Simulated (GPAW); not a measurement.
# How far to go with the k-point mesh: SrF2 (I4mm, 3 atoms in the cell)

```
SrF2
1.0
    0.00000     2.88550     2.88550
    2.88550     0.00000     2.88550
    2.88550     2.88550     0.00000
Sr F
1 2
Cartesian
  0.00000   0.00000   0.05000
  1.44275   1.44275   1.44275
  4.32825   4.32825   4.32825
```

Method: PBE, GPAW PAW datasets PBE (gpaw-data 1.0.1) (plane waves; GPAW).

Base settings: mode = pw; ecut = 900 eV; xc = PBE; kpts = 3 3 3; mesh shift (steps) = 0 0 0; occupations.name = fermi-dirac; occupations.width = 0.02 eV; nbands = -6; convergence.bands = -4; symmetry.symmorphic = false.

Only quantities that move along the ladder and can be compared are tabulated.

The count of work is k-points × plane waves × bands × iterations; it is no time. Core times come from one kind of shared machine, to one figure; runs under 30 s give none.

The starting cell has typed, rounded lattice constants, without a prior relaxation at this level. Its lattice was rescaled by up to half a per cent. One atom was moved a little off its site on purpose.

Steps (kpts): 2 2 2; 3 3 3; 4 4 4; 5 5 5; 6 6 6; 7 7 7; 8 8 8; 9 9 9; 10 10 10; 12 12 12; 13 13 13; 14 14 14.

What is the coarsest kpts that holds the free energy within 5 meV/atom of the last step, with all finer ones?

3 3 3, at 0.022 of the last step's count of work; the step before is off by 15 meV/atom.

What is the coarsest kpts that holds the forces within 0.005 eV/Å of the last step, with all finer ones?

3 3 3, at 0.022 of the last step's count of work; the step before is off by 0.008 eV/Å.

```csv
kpts,free energy less the last step's (meV/atom),largest difference of a force vector from the last step's (eV/Å),gap on the mesh (eV),count of work / last,core time / last (rough)
2 2 2,15.24,0.008,6.995,0.015,–
3 3 3,0.79,0.000,7.115,0.022,–
4 4 4,-0.06,0.000,7.013,0.043,0.05
5 5 5,-0.11,0.001,7.062,0.068,0.07
6 6 6,0.02,0.000,7.013,0.11,0.1
7 7 7,0.00,0.000,7.037,0.14,0.1
8 8 8,0.01,0.001,7.013,0.18,0.2
9 9 9,-0.02,0.000,7.028,0.27,0.3
10 10 10,0.03,0.000,7.014,0.42,0.4
12 12 12,-0.04,0.000,7.013,0.51,0.4
13 13 13,-0.02,0.000,7.020,0.77,0.6
14 14 14,0.00,0.000,7.014,1.0,1
```

The gap on the mesh jumps up and down from mesh to mesh; it is no smooth measure of convergence.
